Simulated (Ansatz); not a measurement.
Runs of Ansatz 0.2.0 on MgSi. Symmetry: P4/mmm, No. 123, tetragonal system. The conventional cell has a = 2.908 Å, b = 2.908 Å, c = 4.103 Å, α = 90.00°, β = 90.00°, γ = 90.00°. Si (site symmetry 4/mmm) is surrounded by 8 Mg at 2.90 Å and 4 Si at 2.91 Å. Mg (site symmetry 4/mmm) has 8 Si at 2.90 Å and 4 Mg at 2.91 Å as nearest neighbours. The cell comes from a database or a generator and needn't be the stable form of this composition.

```tsv
task	level	k mesh	mesh quality	V0 of scaled cells (Å³/atom)	B0 (GPa)
equation of state	PBE0	4 × 4 × 4	coarse	(c)	78
equation of state	LDA	9 × 9 × 7	not flagged	(b)	69
equation of state	HSE06	6 × 6 × 4	coarse	(a)	64
equation of state	PBEsol	9 × 9 × 7	not flagged	16.94	66
```

Alike in all rows: potentials or basis Ansatz PAW; no spin polarisation; cell as given; cutoff (eV) 420; smearing fermi-dirac 0.05 eV.

Problem. Fill in the values left out.

Solution. (a) 17.36; (b) 16.48; (c) 16.53.

Caveats: some runs use coarse meshes; the cell was scaled at fixed shape and fractional positions, which overstates the stiffness of a crystal with free parameters, most of all of layers and chains; the PAW data sets come from PBE, with cores solved anew for the run's functional, which leaves a small shift of forces and pressure.

Not every run made on this cell is shown here.
